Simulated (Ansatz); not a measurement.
# ZrC (Fm-3m) in Ansatz: equation of state

How stiff is ZrC in PBE, and what volume does it want? The cell is scaled to several volumes.

Program: Ansatz 0.2.0. These are calculated values, not measurements. Logs are shortened: lines on timing, memory, paths and dates and some standing lists are left out, and cuts for length are marked.

## (1) Starting point

It takes space group Fm-3m (No. 225, cubic). The conventional cell has a = 4.730 Å, b = 4.730 Å, c = 4.730 Å, α = 90.00°, β = 90.00°, γ = 90.00°. Around Zr (site symmetry m-3m) lie 6 C at 2.37 Å. Around C (site symmetry m-3m) lie 6 Zr at 2.37 Å.

## (2) Single point, PBE, 12.43 Å³/atom (volume scaled by 0.94)

Contents of input.yaml:

```yaml
crystal:
  lattice:
    - [0.0, 2.3167211471, 2.3167211471]
    - [2.3167211471, 0.0, 2.3167211471]
    - [2.3167211471, 2.3167211471, 0.0]
  atoms:
    - { symbol: Zr, position: [0.5, 0.5, 0.5] }
    - { symbol: C, position: [0.0, 0.0, 0.0] }
hamiltonian:
  xc: pbe
  pseudopotentials: { kind: paw }
kpoints:
  mp_grid: { grid: [10, 10, 10] }
scf:
  occupations: { method: fermi_dirac, width: 0.05 }
output:
  forces: true
  stress: true
  eigenvalues: true
```

Potentials or basis: Ansatz PAW.

On the command line:

```console
> ansatz run input.yaml --threads 1 --pin off --max-ram 2560MiB --backend cpu --events-out ev --progress --plain --runs-dir out
```

Output:

```text
Warning: RAYON_NUM_THREADS=1 ignored (pool sized by the plan → 1); use --threads N
Engine: ansatz 0.2.0, aarch64-unknown-linux-gnu
Pseudopotentials: kind: paw
Pseudopotential: Zr, paw, valence charge 12, recommended cutoff 420 eV (normal), Zr.paw.azcp
Pseudopotential: C, paw, valence charge 4, recommended cutoff 420 eV (normal), C.paw.azcp
Functional definition: PBE
  parameter kappa = 0.804
  parameter beta = 0.06672455060314922
  exchange = pbe_x(kappa = kappa, mu = beta*pi^2/3)
  correlation = pbe_c(beta = beta)
Crystal: 2 atoms, lattice volume = 24.869 Å³
Basis set: ecut = 420 eV, 531 PW (Γ), exchange–correlation on 48×48×48 points (8 copies of the dense FFT grid, shifted against one another)
Bands: 12, of which v1, the nominal top of the filled ones, is band 8 counted from 1 (7 counted from 0)
Symmetry: 48 space group operations
Space group: Fm-3m (ITA 225), of the structure as read, at distance tolerance 2.9e-5 Å
k-points: 47 of 1000
Non-local potential: Zr, projectors of the file, l = 0: 3, l = 1: 2, l = 2: 2, l = 3: 2
Non-local potential: C, projectors of the file, l = 0: 2, l = 1: 2, l = 2: 1
PAW form: soft (Blöchl's): semilocal exchange-correlation on the pseudo side does not see the compensation charge
PAW one-centre angular grid: Zr, 590 points (default); XC on 64 Gauss nodes
PAW one-centre angular grid: C, 110 points (default); XC on 64 Gauss nodes
Initial density: superposition of atomic densities (neutral atoms: chi_scale 0, normalization atom), corrected by the library's trained network
Initial wavefunctions: pseudopotential atomic-orbital guess
Functional: x = pbe(κ = 0.804, μ = 0.2195149727645171), c = pbe(β = 0.06672455060314922)
SCF iter   1: F=—  HF=-4436.451295 eV  |F-HF|=—  |Δ(HF+E_count)|=         —  Δρ=8.31e-4  dr2=3.51e-5  ethr=1.77e-3  ⟨swp⟩=5.1  Hψ=2836  notcnv=0
preconditioner: auto → none  [insulator: Δε(μ)=0.134 eV  Ē_g=18.196 eV  σ=0.050 eV  W_gap=0.59  n_scr=8 (ndim 8)  ℏωp=27.9 eV  f_vac=0.000  D(μ)=0.27/eV (n_scr^D=0)  ε∞_Penn≈3.3]
SCF iter   2: F=—  HF=-4436.451068 eV  |F-HF|=—  |Δ(HF+E_count)|=   2.28e-4  Δρ=4.22e-4  dr2=1.28e-5  ethr=2.19e-7  ⟨swp⟩=3.0  Hψ=1401  notcnv=0
SCF iter   3: F=—  HF=-4436.451089 eV  |F-HF|=—  |Δ(HF+E_count)|=   2.15e-5  Δρ=1.55e-4  dr2=1.23e-6  ethr=8.00e-8  ⟨swp⟩=2.9  Hψ=965  notcnv=0
iter 4 did not close the SCF: its close was put off for the readings that it lacked (scf_convergence_deferred on its scf_iter line)
SCF iter   4: F=-4436.451094 eV  HF=-4436.451094 eV  |F-HF|=6.25e-8  |Δ(HF+E_count)|=   4.32e-6  Δρ=2.19e-5  dr2=8.35e-8  ethr=7.70e-9  ⟨swp⟩=3.0  Hψ=951  notcnv=0
iter 5 did not close the SCF: its close was put off for the readings that it lacked (scf_convergence_deferred on its scf_iter line)
SCF iter   5: F=-4436.451094 eV  HF=-4436.451094 eV  |F-HF|=1.13e-8  |Δ(HF+E_count)|=   2.20e-8  Δρ=9.91e-6  dr2=1.53e-8  ethr=5.22e-10  ⟨swp⟩=2.4  Hψ=919  notcnv=0
SCF iter   6: F=-4436.451094 eV  HF=-4436.451094 eV  |F-HF|=5.00e-10  |Δ(HF+E_count)|=   6.01e-9  Δρ=2.49e-6  dr2=7.65e-10  ethr=9.56e-11  ⟨swp⟩=2.1  Hψ=1901  notcnv=0
SCF 1 converged in 6 iterations: F = -4436.451094 eV  dr2 = 7.65e-10
SCF converged after 6 iterations
Free energy (F): -4436.451094 eV
Harris-Foulkes:  -4436.451094 eV  (|F-HF|=5.00e-10)
Internal energy: -4436.448745 eV  (E = F + TS)
E sigma→0 (E₀):  -4436.449919 eV
Entropy (-TS):   -0.002349 eV (-1.174 meV/atom)
Fermi energy:    15.615824 eV
--- Per-component energies (eV) ---
  E_band       = -36.305579
  E_kinetic    = 425.688069
  E_local      = -572.545648  (includes V_loc(G=0)·N_el)
  E_nonlocal   = 104.665901
  E_hartree    = 172.818047
  E_xc         = -212.413874
  E_vxc        = -254.089561  (∫ρ·V_xc dr)
  E_paw        = -3052.209333  (= ΣΔE_a)
  E_vpaw       = -85.661023  (= ΣTr[D̂ρ^β])
  E_aug_tail   = 0.000032  (compensation charges beyond the density's cutoff)
  E_ewald      = -1302.451939
  E_smearing   = -0.002349  (= −TS)
  E_closure    = -0.000000  (closes the sum)
  Σ components = -4436.451094   (vs F -4436.451094, Δ=0.00e0)
--- Forces (eV/Å), atoms counted from 1 ---
  atom   1  Zr     0.00000000     0.00000000     0.00000000
  atom   2  C     -0.00000000     0.00000000    -0.00000000
  max |Σ_I F_I| component: 2.91e-29 eV/Å
--- Stress (GPa, compression-positive) ---
       11.839558       0.000000      -0.000000
        0.000000      11.839558       0.000000
       -0.000000      -0.000000      11.839558
  P = ⅓ Tr σ = 11.8396 GPa (118.396 kbar)
--- Band table (eV; the first three rows and the last of 47) ---
  k-point 0: bands = ["-32.3288", "-10.0112", "-10.0112", "-10.0112", "4.1455", "16.5469", "16.5469", "16.5469", "16.7112", "16.7112", "16.7112", "18.5408"]
  k-point 1: bands = ["-32.3171", "-10.1147", "-10.0198", "-10.0198", "4.3882", "15.2086", "15.5006", "15.5006", "17.1018", "17.1018", "17.5577", "19.6922"]
  k-point 2: bands = ["-32.2863", "-10.3764", "-10.0424", "-10.0424", "5.0516", "13.5834", "14.2622", "14.2622", "17.7908", "17.7908", "18.1602", "21.6589"]
  k-point 46: bands = ["-32.1638", "-10.6880", "-10.5265", "-10.3669", "5.9508", "13.0868", "13.2422", "13.3084", "18.0987", "19.8901", "21.5922", "22.6084"]
```

Run time: 1.1 s. Hardware: 1 thread of Arm Neoverse V1, shared host; peak memory 0.28 GiB.

Results:

| Item | Value |
| --- | --- |
| Free energy | -4436.4511 eV |
| Pressure | 11.8 GPa |
| Band gap on the k mesh | none (metal or under the smearing width) |

## (3) Single point, PBE, 12.70 Å³/atom (volume scaled by 0.96)

Edit input.yaml of step 2 so:

```diff
@@ -2,5 +2,5 @@
   lattice:
-    - [0.0, 2.3167211471, 2.3167211471]
-    - [2.3167211471, 0.0, 2.3167211471]
-    - [2.3167211471, 2.3167211471, 0.0]
+    - [0.0, 2.3330366223, 2.3330366223]
+    - [2.3330366223, 0.0, 2.3330366223]
+    - [2.3330366223, 2.3330366223, 0.0]
   atoms:
```

Potentials or basis: Ansatz PAW.

On the command line:

```console
> ansatz run input.yaml --threads 1 --pin off --max-ram 2560MiB --backend cpu --events-out ev --progress --plain --runs-dir out
```

Run time: 1.1 s. Hardware: 1 thread of Arm Neoverse V1, shared host; peak memory 0.28 GiB.

Results (log left out):

```
Free energy            : -4436.4811 eV
Pressure               : 6.4 GPa
Band gap on the k mesh : none (metal or under the smearing width)
```

## (4) Single point, PBE, 12.96 Å³/atom (volume scaled by 0.98)

Edit input.yaml of step 3 so:

```diff
@@ -2,5 +2,5 @@
   lattice:
-    - [0.0, 2.3330366223, 2.3330366223]
-    - [2.3330366223, 0.0, 2.3330366223]
-    - [2.3330366223, 2.3330366223, 0.0]
+    - [0.0, 2.3491270385, 2.3491270385]
+    - [2.3491270385, 0.0, 2.3491270385]
+    - [2.3491270385, 2.3491270385, 0.0]
   atoms:
```

On the command line:

```console
> ansatz run input.yaml --threads 1 --pin off --max-ram 2560MiB --backend cpu --events-out ev --progress --plain --runs-dir out
```

Wall time 1.1 s (1 thread of Arm Neoverse V1, shared host); peak memory 0.28 GiB.

Results (log left out):

```
Free energy            : -4436.4940 eV
Pressure               : 1.5 GPa
Band gap on the k mesh : none (metal or under the smearing width)
```

## (5) Single point, PBE, 13.23 Å³/atom

Edit input.yaml of step 4 so:

```diff
@@ -2,5 +2,5 @@
   lattice:
-    - [0.0, 2.3491270385, 2.3491270385]
-    - [2.3491270385, 0.0, 2.3491270385]
-    - [2.3491270385, 2.3491270385, 0.0]
+    - [0.0, 2.365, 2.365]
+    - [2.365, 0.0, 2.365]
+    - [2.365, 2.365, 0.0]
   atoms:
@@ -19 +19,5 @@
   eigenvalues: true
+  write_density: true
+  write_potential: true
+  elf: true
+  volumetric_format: npy
```

On the command line:

```console
> ansatz run input.yaml --threads 1 --pin off --max-ram 2560MiB --backend cpu --events-out ev --progress --plain --runs-dir out
```

Wall time 1.4 s (1 thread of Arm Neoverse V1, shared host); peak memory 0.28 GiB.

It converged, with:

- Free energy: -4436.4915 eV
- Pressure: -2.9 GPa
- Band gap on the k mesh: none (metal or under the smearing width)

## (6) Single point, PBE, 13.49 Å³/atom (volume scaled by 1.02)

Edit input.yaml of step 5 so:

```diff
@@ -2,5 +2,5 @@
   lattice:
-    - [0.0, 2.365, 2.365]
-    - [2.365, 0.0, 2.365]
-    - [2.365, 2.365, 0.0]
+    - [0.0, 2.3806627081, 2.3806627081]
+    - [2.3806627081, 0.0, 2.3806627081]
+    - [2.3806627081, 2.3806627081, 0.0]
   atoms:
@@ -19,5 +19 @@
   eigenvalues: true
-  write_density: true
-  write_potential: true
-  elf: true
-  volumetric_format: npy
```

Potentials or basis: Ansatz PAW.

On the command line:

```console
> ansatz run input.yaml --threads 1 --pin off --max-ram 2560MiB --backend cpu --events-out ev --progress --plain --runs-dir out
```

Wall time 1.1 s (1 thread of Arm Neoverse V1, shared host); peak memory 0.28 GiB.

Results (log left out):

```yaml
Free_energy: -4436.4752 eV
Pressure: -6.9 GPa
Band_gap_on_the_k_mesh: none (metal or under the smearing width)
```

## (7) Single point, PBE, 13.76 Å³/atom (volume scaled by 1.04)

Edit input.yaml of step 6 so:

```diff
@@ -2,5 +2,5 @@
   lattice:
-    - [0.0, 2.3806627081, 2.3806627081]
-    - [2.3806627081, 0.0, 2.3806627081]
-    - [2.3806627081, 2.3806627081, 0.0]
+    - [0.0, 2.39612199, 2.39612199]
+    - [2.39612199, 0.0, 2.39612199]
+    - [2.39612199, 2.39612199, 0.0]
   atoms:
@@ -19 +19,5 @@
   eigenvalues: true
+  write_density: true
+  write_potential: true
+  elf: true
+  volumetric_format: npy
```

Potentials or basis: Ansatz PAW.

On the command line:

```console
> ansatz run input.yaml --threads 1 --pin off --max-ram 2560MiB --backend cpu --events-out ev --progress --plain --runs-dir out
```

Output:

```text
Warning: RAYON_NUM_THREADS=1 ignored (pool sized by the plan → 1); use --threads N
[... 9 set-up lines as earlier in the session ...]
Crystal: 2 atoms, lattice volume = 27.514 Å³
Basis set: ecut = 420 eV, 537 PW (Γ), exchange–correlation on 48×48×48 points (8 copies of the dense FFT grid, shifted against one another)
Bands: 12, of which v1, the nominal top of the filled ones, is band 8 counted from 1 (7 counted from 0)
[... 1 set-up line as earlier in the session ...]
Space group: Fm-3m (ITA 225), of the structure as read, at distance tolerance 3.0e-5 Å
k-points: 47 of 1000
[... 8 set-up lines as earlier in the session ...]
SCF iter   1: F=—  HF=-4436.447309 eV  |F-HF|=—  |Δ(HF+E_count)|=         —  Δρ=1.88e-3  dr2=1.09e-3  ethr=1.77e-3  ⟨swp⟩=5.0  Hψ=2820  notcnv=0
preconditioner: auto → none  [metal: Δε(μ)=0.113 eV  Ē_g=8.232 eV  σ=0.050 eV  W_gap=0.44  n_scr=8 (ndim 8)  ℏωp=20.0 eV  f_vac=0.000  D(μ)=0.32/eV (n_scr^D=0)  sad-step TF]
SCF iter   2: F=—  HF=-4436.446378 eV  |F-HF|=—  |Δ(HF+E_count)|=   9.31e-4  Δρ=1.17e-3  dr2=4.89e-4  ethr=6.84e-6  ⟨swp⟩=2.3  Hψ=1150  notcnv=0
SCF iter   3: F=—  HF=-4436.446290 eV  |F-HF|=—  |Δ(HF+E_count)|=   8.79e-5  Δρ=2.23e-4  dr2=8.92e-6  ethr=3.06e-6  ⟨swp⟩=2.0  Hψ=715  notcnv=0
SCF iter   4: F=—  HF=-4436.446287 eV  |F-HF|=—  |Δ(HF+E_count)|=   3.50e-6  Δρ=4.67e-5  dr2=1.88e-7  ethr=5.57e-8  ⟨swp⟩=2.0  Hψ=936  notcnv=0
iter 5 did not close the SCF: its close was put off for the readings that it lacked (scf_convergence_deferred on its scf_iter line)
SCF iter   5: F=-4436.446287 eV  HF=-4436.446287 eV  |F-HF|=9.63e-9  |Δ(HF+E_count)|=   6.46e-8  Δρ=9.25e-6  dr2=7.13e-9  ethr=1.18e-9  ⟨swp⟩=2.2  Hψ=904  notcnv=0
SCF iter   6: F=-4436.446287 eV  HF=-4436.446287 eV  |F-HF|=1.82e-10  |Δ(HF+E_count)|=   1.12e-8  Δρ=1.64e-6  dr2=3.96e-10  ethr=4.45e-11  ⟨swp⟩=4.8  Hψ=2879  notcnv=0
SCF 1 converged in 6 iterations: F = -4436.446287 eV  dr2 = 3.96e-10
SCF converged after 6 iterations
Free energy (F): -4436.446287 eV
Harris-Foulkes:  -4436.446287 eV  (|F-HF|=1.82e-10)
Internal energy: -4436.443555 eV  (E = F + TS)
E sigma→0 (E₀):  -4436.444921 eV
Entropy (-TS):   -0.002732 eV (-1.366 meV/atom)
Fermi energy:    13.924640 eV
--- Per-component energies (eV) ---
  E_band       = -64.871611
  E_kinetic    = 418.674380
  E_local      = -624.559946  (includes V_loc(G=0)·N_el)
  E_nonlocal   = 104.127210
  E_hartree    = 186.581545
  E_xc         = -210.205073
  E_vxc        = -251.132041  (∫ρ·V_xc dr)
  E_paw        = -3051.769411  (= ΣΔE_a)
  E_vpaw       = -85.144100  (= ΣTr[D̂ρ^β])
  E_aug_tail   = 0.000030  (compensation charges beyond the density's cutoff)
  E_ewald      = -1259.292291
  E_smearing   = -0.002732  (= −TS)
  E_closure    = 0.000000  (closes the sum)
  Σ components = -4436.446287   (vs F -4436.446287, Δ=0.00e0)
--- Forces (eV/Å), atoms counted from 1 ---
  atom   1  Zr     0.00000000     0.00000000     0.00000000
  atom   2  C     -0.00000000     0.00000000    -0.00000000
  max |Σ_I F_I| component: 3.49e-29 eV/Å
--- Stress (GPa, compression-positive) ---
      -10.519469      -0.000000      -0.000000
        0.000000     -10.519469       0.000000
        0.000000      -0.000000     -10.519469
  P = ⅓ Tr σ = -10.5195 GPa (-105.195 kbar)
--- Band table (eV; the first three rows and the last of 47) ---
  k-point 0: bands = ["-34.4168", "-12.1609", "-12.1609", "-12.1609", "2.8128", "14.8318", "14.8318", "14.8318", "14.9810", "14.9810", "14.9810", "16.5554"]
  k-point 1: bands = ["-34.4094", "-12.2307", "-12.1673", "-12.1673", "3.0175", "13.5778", "13.8709", "13.8709", "15.3280", "15.3280", "15.7407", "17.6029"]
  k-point 2: bands = ["-34.3902", "-12.4091", "-12.1839", "-12.1839", "3.5837", "12.0338", "12.7448", "12.7448", "15.9314", "15.9314", "16.2688", "19.3613"]
  k-point 46: bands = ["-34.3136", "-12.6308", "-12.5189", "-12.4066", "4.5418", "11.6008", "11.6089", "11.6603", "16.2151", "17.7895", "19.1702", "20.0241"]
```

rho_z.tsv:

```text
# z_ang	rho[e/angstrom^3]
# format = ansatz-planar-average/11
# lattice	0.000000000	2.396121990	2.396121990
# lattice	2.396121990	0.000000000	2.396121990
# lattice	2.396121990	2.396121990	0.000000000
# sites	2
# site	40	2.396121990	2.396121990	2.396121990
# site	6	0.000000000	0.000000000	0.000000000
0.000000	4.473258e-1
0.141193	4.436234e-1
0.282386	4.329246e-1
0.423579	4.189070e-1
0.564771	4.123224e-1
0.705964	4.291246e-1
[... 16 lines left out ...]
3.106243	4.329246e-1
3.247435	4.436234e-1
```

v_z.tsv:

```text
# z_ang	v_es[eV]	v_tot[eV]
# format = ansatz-planar-average/11
# xc	pbe
# density_cutoff_ev	1680
# datasets	Zr=:simpson_from_first_knot:soft	C=:simpson_from_first_knot:soft
# lattice	0.000000000	2.396121990	2.396121990
# lattice	2.396121990	0.000000000	2.396121990
# lattice	2.396121990	2.396121990	0.000000000
# sites	2
# site	40	2.396121990	2.396121990	2.396121990
# site	6	0.000000000	0.000000000	0.000000000
0.000000	7.242173e0	-4.216471e0
0.141193	7.489286e0	-3.919521e0
0.282386	8.102484e0	-3.212758e0
0.423579	8.787777e0	-2.474916e0
0.564771	9.201065e0	-2.092976e0
0.705964	8.940967e0	-2.481438e0
[... 16 lines left out ...]
3.106243	8.102484e0	-3.212758e0
3.247435	7.489286e0	-3.919521e0
```

It took 1.4 s on 1 thread of Arm Neoverse V1, shared host; peak memory 0.28 GiB.

Results:

```
Free energy            : -4436.4463 eV
Pressure               : -10.5 GPa
Band gap on the k mesh : none (metal or under the smearing width)
```

## (8) Single point, PBE, 14.02 Å³/atom (volume scaled by 1.06)

Contents of input.yaml:

```yaml
crystal:
  lattice:
    - [0.0, 2.411384325, 2.411384325]
    - [2.411384325, 0.0, 2.411384325]
    - [2.411384325, 2.411384325, 0.0]
  atoms:
    - { symbol: Zr, position: [0.5, 0.5, 0.5] }
    - { symbol: C, position: [0.0, 0.0, 0.0] }
hamiltonian:
  xc: pbe
  pseudopotentials: { kind: paw }
kpoints:
  mp_grid: { grid: [10, 10, 10] }
scf:
  occupations: { method: fermi_dirac, width: 0.05 }
output:
  forces: true
  stress: true
  eigenvalues: true
```

On the command line:

```console
> ansatz run input.yaml --threads 1 --pin off --max-ram 2560MiB --backend cpu --events-out ev --progress --plain --runs-dir out
```

Wall time 1.1 s (1 thread of Arm Neoverse V1, shared host); peak memory 0.28 GiB.

The run converged. Its results:

```yaml
Free_energy: -4436.4061 eV
Pressure: -13.8 GPa
Band_gap_on_the_k_mesh: none (metal or under the smearing width)
```

## (9) Equation of state, PBE

Potentials or basis: Ansatz PAW.

This step only gathers the single runs of the series.

Results:

```yaml
Equilibrium_volume: 13.05 Å³/atom
Bulk_modulus: 222 GPa
Pressure_derivative_of_the_bulk_modulus: 4.1
```

Energy against volume, from the lowest point:
```tsv
volume (Å³/atom)	energy (meV/atom)
12.434	21.45
12.699	6.47
12.963	0.00
13.228	1.25
13.493	9.41
13.757	23.85
14.022	43.96
```
